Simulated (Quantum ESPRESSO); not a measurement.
## TiC under changes of volume

One of the cells (10.158 Å³/atom); the others are scaled copies at fixed shape and fractional positions:

```
CELL_PARAMETERS angstrom
0.00000 2.16572 2.16572
2.16572 0.00000 2.16572
2.16572 2.16572 0.00000
ATOMIC_POSITIONS crystal
Ti 0.00000 0.00000 0.00000
C 0.50000 0.50000 0.50000
```

The cell is a database's computed one.

| Item | Value |
| --- | --- |
| Program | Quantum ESPRESSO 7.5 |
| Functional | LDA |
| Potentials or basis | GBRV 1.5 LDA |
| Cutoff | 612 eV |
| Density cutoff | 4898 eV |
| k mesh | 11 × 11 × 11 |
| Occupations | fermi-dirac, width 0.05 eV |
| Spin | no spin polarisation |

```csv
volume (Å³/atom),energy over the lowest point (meV/atom),pressure (GPa)
9.548,1.37,4.0
9.752,0.00,-2.1
9.955,?,?
10.158,18.31,-12.4
10.361,36.61,-16.7
10.564,60.22,-20.7
10.767,88.57,-24.2
```

Task: What does the run at 9.955 Å³/atom give?

Result: Energy over the lowest point 5.87 meV/atom; pressure -7.5 GPa.

Worked out: A Birch-Murnaghan fit of order 3 (a polynomial in V^(-2/3)) to the other rows has its minimum at 9.69 Å³/atom with B0 = V·E''(V) = 282 GPa and B' = 4.0. It gives 5.89 meV/atom at 9.955 Å³/atom, against the run's 5.87, and -dE/dV = -7.3 GPa, against -7.5.

Energies are extrapolated to zero smearing.
